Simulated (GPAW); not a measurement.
Al:

```
Al
1.0
     0.00000    2.02481    2.02481
     2.02481    0.00000    2.02481
     2.02481    2.02481    0.00000
Al
1
Direct
  0.00000 0.00000 0.00000
```

```yaml
Program: GPAW 26.7.0
Task: single point
Functional: PBE
Potentials_or_basis: GPAW PAW data sets (gpaw-data 1.2.1)
Cutoff: 600 eV
Basis: pw
k_mesh: 11 × 11 × 11
Occupations: fermi-dirac, width 0.05 eV
Spin: no spin polarisation
```

On this cell: pressure -0.3 GPa; band gap on the k mesh none (metal or under the smearing width).

The same run follows on a disturbed copy (cell strained at random at fixed volume):

```
Al
1.0
     0.04789    1.96914    2.02685
     2.04326   -0.00835    2.08310
     2.04058    2.02271   -0.00568
Al
1
Direct
  0.00598 0.98688 0.02117
```

**Question.** What does the disturbed cell give?

**Answer.** The energy (extrapolated to zero smearing) moves by +4.7 meV/atom; pressure -0.1 GPa; band gap on the k mesh none (metal or under the smearing width).

Stress tensor (GPa, compression positive):
```
 0.78 -0.73 -1.16
-0.73  0.68  1.53
-1.16  1.53 -1.78
```
